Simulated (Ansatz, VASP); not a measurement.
# Sr: VASP beside Ansatz

```xyz
1
Lattice="0.0000 2.9802 2.9802 2.9802 0.0000 2.9802 2.9802 2.9802 0.0000" Properties=species:S:1:pos:R:3 pbc="T T T"
Sr    0.0000    0.0000    0.0000
```

Alike in both runs: task single point; functional PBEsol; k mesh 8 × 8 × 8; occupations fermi-dirac, width 0.05 eV; no spin polarisation.

|  | VASP | Ansatz |
| --- | --- | --- |
| version | VASP 6.6.1 | Ansatz 0.2.0 |
| potentials or method | VASP PAW PBE potentials, release 64 (Sr_sv) | Ansatz PAW |
| plane-wave cutoff (eV) | 520 | 420 |
| valence electrons in the cell | 10 | 10 |

```tsv
	VASP	Ansatz	Ansatz less VASP
gap on the k mesh at the Fermi level (eV)	none	none	-
pressure (GPa)	-0.2	-0.3	-0.01
```

A gap of «none» marks a metal or a gap that the smearing closes. With one functional, cell and mesh, what is left measures potentials, basis and numerics.

Caveats: the PAW data sets were made with another functional, which shifts forces and pressure a little (VASP); the PAW data sets come from PBE, with cores solved anew for the run's functional, which leaves a small shift of forces and pressure (Ansatz).
